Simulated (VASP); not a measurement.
## O: single point with LDA

The system is O.

```
O
1.0
     7.87729    0.00000    0.00000
     0.00000    7.87729    0.00000
     0.00000    0.00000    7.87729
O
16
Direct
  0.46357 0.44835 0.81293
  0.44875 0.29339 0.80779
  0.25854 0.37131 0.48673
  0.14436 0.44990 0.41095
  0.52672 0.89535 0.22305
  0.50732 0.80021 0.09871
  0.79125 0.45810 0.71349
  0.86666 0.31634 0.73045
  0.94247 0.14146 0.43650
  0.96025 0.09902 0.29282
  0.85962 0.61012 0.07788
  0.85109 0.75200 0.12125
  0.83884 0.73562 0.55035
  0.75516 0.86059 0.57584
  0.21644 0.55706 0.00744
  0.13036 0.50798 0.89397
```

The cell was built by a generator and needn't be a form met in nature.

```
Program             : VASP 6.6.1
Task                : single point
Functional          : LDA
Potentials or basis : VASP PAW LDA potentials, release 64 (O)
Cutoff              : 520 eV
k mesh              : 1 × 1 × 1
Occupations         : fermi-dirac, width 0.02 eV
Spin                : collinear spin, typed start
Starting moments    : [0.54, 0.55, 0.55, 0.55, 0.54, 0.54, 0.54, 0.54, 0.55, 0.55, 0.55, 0.55, 0.54, 0.55, 0.55, 0.55] μB
```

- Pressure: 0.2 GPa
- Largest force: 4.410 eV/Å
- Band gap on the k mesh: 0.01 eV, direct
- Net moment: 10.92 μB per cell
- Site moments: O +0.78, +0.81, -0.18, -0.17, +0.80, +0.79, -0.20 μB
- Valence electrons inside the program's atomic spheres: O 4.88, 4.85, 4.86, 4.82, 4.94, 4.96, 4.92, 4.95

Forces in eV/Å, atoms in the order of the input:
```
O    0.303 -0.541 -0.184
O    0.014  0.418  0.028
O   -1.208  0.815 -0.765
O    1.174 -0.791  0.784
O   -0.190 -0.933 -1.191
O    0.139  0.922  1.202
O    1.254 -2.330  0.575
O   -1.387  2.509 -0.337
O   -0.332  0.818  2.806
O    0.326 -0.836 -2.814
O    0.138 -4.164 -1.446
O   -0.131  4.063  1.270
O    0.982 -1.294 -0.366
O   -0.930  1.236  0.313
O    1.682  1.005  2.322
O   -1.836 -0.899 -2.196
```

Stress tensor (GPa, compression positive):
```
-0.30  0.49 -0.17
 0.49  0.30  1.02
-0.17  1.02  0.76
```

Levels at points of the mesh, in eV from the valence-band top:
Spin up:
```
           k point  band 51  band 52  band 53  band 54  band 55  band 56
(0.00, 0.00, 0.00)    -0.58    -0.46    -0.17     0.01     0.63     0.70
```
Spin down:
```
           k point  band 39  band 40  band 41  band 42  band 43  band 44  band 45  band 46  band 47  band 48
(0.00, 0.00, 0.00)    -5.48    -5.38    -0.61    -0.52     0.00     0.22     0.80     0.82     0.83     0.86
```

Wall time 4.5 min on 1 thread of Intel(R) Xeon(R) Platinum 8259CL CPU @ 2.50GHz (Skylake/Cascade Lake) (shared host), peak memory 0.4 GiB.

Caveat: the standard files for N, O and F lose accuracy on very short bonds. Expect the measured gap to be larger: semilocal functionals such as LDA lack the derivative discontinuity.
